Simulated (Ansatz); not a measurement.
The following input was run with Ansatz 0.2.0.

```yaml
crystal:
  lattice:
    - [3.7607249071, 0.0, 0.0]
    - [0.0, 4.8633103101, 0.0]
    - [0.0, 0.0, 26.9419054559]
  atoms:
    - { symbol: Pt, position: [0.5, 0.0, 0.278376747] }
    - { symbol: Se, position: [0.0, 0.7393245392, 0.3186718839] }
    - { symbol: Se, position: [0.5, 0.2606754608, 0.3589670208] }
    - { symbol: Pt, position: [0.0, 0.0, 0.3992621577] }
    - { symbol: Se, position: [0.5, 0.7393245392, 0.4395572946] }
    - { symbol: Se, position: [0.0, 0.2606754608, 0.4798524315] }
    - { symbol: Pt, position: [0.5, 0.0, 0.5201475685] }
    - { symbol: Se, position: [0.0, 0.7393245392, 0.5604427054] }
    - { symbol: Se, position: [0.5, 0.2606754608, 0.6007378423] }
    - { symbol: Pt, position: [0.0, 0.0, 0.6410329792] }
    - { symbol: Se, position: [0.5, 0.7393245392, 0.6813281161] }
    - { symbol: Se, position: [0.0, 0.2606754608, 0.721623253] }
basis:
  ecutwfc: 420
kpoints:
  mp_grid: { grid: [9, 7, 1] }
hamiltonian:
  xc: pbesol
scf:
  occupations: { method: gaussian, width: 0.1 }
output:
  forces: true
  eigenvalues: true
  write_density: true
  write_potential: true
  elf: true
  volumetric_format: npy
relax:
  adjacent_minimum: "off"
  f_tol: 0.02
  max_steps: 60
efield:
  axis: 3
  dipole_correction: true
  ramp_width: 0.04
```

Launched with
```bash
ansatz run input.yaml --threads 1 --pin off --max-ram 2560MiB --backend cpu --events-out ev --progress --plain --runs-dir out
```

Computed with DFT PBEsol, scalar-relativistic, plane waves, PAW (Ansatz 0.2.0).

Part of what the program printed, abridged (final results; tables in files aren't shown):

```
WARN: The input density's exchange-correlation potential varies sharply where the density is thin. Do not read a vacuum level from v_tot or v_xc, or from such a field of the output density. On a cell that repeats whose density bears no net charge and no dipole along the vacuum's axis use v_es (v_loc + v_h of the components); under efield.dipole_correction with no amplitude use v_es + v_field, which holds any external_charges[].barrier, or the levels of the report's work_function block, which leave it out; under a non-zero efield.amplitude the vacuum is tilted and has no level; on a cell that repeats and bears such a dipole with no correction it is tilted too, and efield.dipole_correction wit ...
SCF converged after 7 iterations
Free energy (F): -92930.361487 eV
Harris-Foulkes:  -92930.361487 eV  (|F-HF|=1.53e-8)
Internal energy: -92930.328558 eV  (E = F + TS)
E sigma→0 (E₀):  -92930.345022 eV
Entropy (-TS):   -0.032929 eV (-2.744 meV/atom)
Fermi energy:    3.814573 eV
Dipole field:    D = -0.031957 V/Å  (p = -0.087024 e·Å, saw-weighted, corrected)
Work function:   Φ+ = 5.4767 eV   Φ− = 4.6157 eV
Levels:          The Fermi level and band energies are counted from a zero that moves with the ramp; work functions are not
--- Per-component energies (eV) ---
  E_band       = -5668.426809
  E_kinetic    = 3495.721152
  E_local      = -272750.742953  (includes V_loc(G=0)·N_el)
  E_nonlocal   = -3916.373062
  E_hartree    = 134466.920109
  E_xc         = -1864.288431
  E_vxc        = -1989.530979  (∫ρ·V_xc dr)
  E_paw        = -52218.177555  (= ΣΔE_a)
  E_vpaw       = 558.947739  (= ΣTr[D̂ρ^β])
  E_aug_tail   = -0.004028  (compensation charges beyond the density's cutoff)
  E_efield     = 0.001391  (sawtooth field / dipole correction)
  E_vefield    = -0.256289  (∫n·V_field dr)
  E_ewald      = 99847.399290
  E_core_change = 9.215528  (= ΣΔE_core)
  E_smearing   = -0.032929  (= −TS)
--- Forces (eV/Å), atoms counted from 1 ---
  atom   1  Pt     0.00000000     0.00297767    -0.00641038
  atom   2  Se     0.00000000    -0.00331804     0.00497018
  atom   3  Se     0.00000000     0.00362428    -0.00286666
  atom   4  Pt     0.00000000    -0.00039549     0.00059521
  atom   5  Se     0.00000000     0.00346502     0.01127919
  atom   6  Se     0.00000000    -0.00210740     0.00026243
  atom   7  Pt     0.00000000     0.00368485    -0.00882973
  atom   8  Se     0.00000000    -0.00688517    -0.00373959
  atom   9  Se     0.00000000    -0.00302416     0.00094682
  atom  10  Pt     0.00000000     0.00296253    -0.00585269
  atom  11  Se     0.00000000    -0.00404048     0.00534696
  atom  12  Se     0.00000000     0.00302334     0.00434737
--- Band table (eV; the first three rows and the last of 20) ---
  k-point 0: bands = ["-95.5422", "-95.4128", "-95.1613", "-94.5135", "-49.7740", "-49.7261", "-49.6792", "-49.6451", "-49.6221", "-49.5304", "-49.4353", "-49.3436", "-49.2740", "-48.9216", "-48.7747", "-48.6078", "-45.0354", "-45.0259", "-45.0032", "-44.9568", "-44.9550", "-44.9512", "-44.9423", "-44.9364", "-44.8990", "-44.8966", "-44.7858", "-44.7776", "-44.7696", "-44.7679", "-44.7673", "-44.7600", "-44.7509", "-44.7480", "-44.7455", "-44.7422", "-44.7357", "-44.7316", "-44.7181", "-44.7085", "-44.7035", "-44.6169", "-44.6151", "-44.5879", "-44.5857", "-44.5805", "-44.3200", "-44.3176", "-44.1967", "-44.1669", "-44.1350", "-44.0264", "-44.0233", "-43.9763", "-43.9648", "-43.9511", "-11.7 ...
  k-point 1: bands = ["-95.5422", "-95.4128", "-95.1613", "-94.5135", "-49.7740", "-49.7261", "-49.6792", "-49.6451", "-49.6221", "-49.5304", "-49.4353", "-49.3436", "-49.2741", "-48.9215", "-48.7748", "-48.6078", "-45.0354", "-45.0259", "-45.0032", "-44.9567", "-44.9550", "-44.9512", "-44.9423", "-44.9363", "-44.8990", "-44.8966", "-44.7858", "-44.7776", "-44.7696", "-44.7679", "-44.7674", "-44.7600", "-44.7509", "-44.7480", "-44.7455", "-44.7422", "-44.7357", "-44.7316", "-44.7181", "-44.7085", "-44.7035", "-44.6169", "-44.6151", "-44.5879", "-44.5857", "-44.5805", "-44.3200", "-44.3176", "-44.1967", "-44.1669", "-44.1350", "-44.0264", "-44.0233", "-43.9763", "-43.9648", "-43.9511", "-11.6 ...
  k-point 2: bands = ["-95.5422", "-95.4128", "-95.1613", "-94.5135", "-49.7740", "-49.7261", "-49.6793", "-49.6451", "-49.6221", "-49.5304", "-49.4353", "-49.3436", "-49.2741", "-48.9215", "-48.7748", "-48.6078", "-45.0354", "-45.0259", "-45.0032", "-44.9566", "-44.9551", "-44.9512", "-44.9423", "-44.9363", "-44.8990", "-44.8966", "-44.7858", "-44.7777", "-44.7696", "-44.7678", "-44.7674", "-44.7600", "-44.7509", "-44.7480", "-44.7455", "-44.7422", "-44.7357", "-44.7316", "-44.7181", "-44.7085", "-44.7035", "-44.6169", "-44.6151", "-44.5879", "-44.5857", "-44.5805", "-44.3200", "-44.3176", "-44.1967", "-44.1669", "-44.1350", "-44.0264", "-44.0233", "-43.9763", "-43.9648", "-43.9511", "-11.3 ...
  k-point 19: bands = ["-95.5421", "-95.4127", "-95.1613", "-94.5134", "-49.7797", "-49.7257", "-49.6791", "-49.6508", "-49.6218", "-49.5302", "-49.4349", "-49.3492", "-49.2739", "-48.9255", "-48.7744", "-48.6074", "-45.0363", "-45.0277", "-45.0056", "-44.9559", "-44.9544", "-44.9515", "-44.9424", "-44.9363", "-44.8995", "-44.8962", "-44.7856", "-44.7777", "-44.7693", "-44.7684", "-44.7669", "-44.7602", "-44.7510", "-44.7479", "-44.7459", "-44.7418", "-44.7355", "-44.7317", "-44.7181", "-44.7090", "-44.7031", "-44.6174", "-44.6147", "-44.5879", "-44.5858", "-44.5804", "-44.3195", "-44.3176", "-44.1967", "-44.1670", "-44.1349", "-44.0261", "-44.0235", "-43.9763", "-43.9649", "-43.9509", "-10. ...
--- Relaxed structure (7 steps of the walk, 6 accepted, 0 SCFs on fresh bases) ---
  F+E_penalty+E_count = -92930.36148683 eV   max|allowed force component| = 1.128e-2 eV/Å
  atoms:
    - { symbol: Pt, position: [0.49999999, -0.00932345, 0.29024673] }
    - { symbol: Se, position: [0.0, 0.74003836, 0.31494401] }
    - { symbol: Se, position: [0.49999999, 0.27881875, 0.36383268] }
    - { symbol: Pt, position: [0.0, -0.00318077, 0.39924825] }
    - { symbol: Se, position: [0.49999999, 0.72788811, 0.43790626] }
    - { symbol: Se, position: [0.0, 0.24725780, 0.48083539] }
    - { symbol: Pt, position: [0.49999999, -0.01325049, 0.52041305] }
    - { symbol: Se, position: [0.0, 0.72555653, 0.56127849] }
    - { symbol: Se, position: [0.49999999, 0.25957522, 0.59951964] }
    - { symbol: Pt, position: [0.0, 0.00384146, 0.63964192] }
    - { symbol: Se, position: [0.49999999, 0.72650474, 0.68313704] }
    - { symbol: Se, position: [0.0, 0.31627372, 0.70899647] }
```

The relaxation met its thresholds.

The run took 20 min on 1 thread of Arm Neoverse V2 (shared host), peak memory 1.2 GiB.

Spin-orbit coupling is left out, which matters for the bands of heavy elements.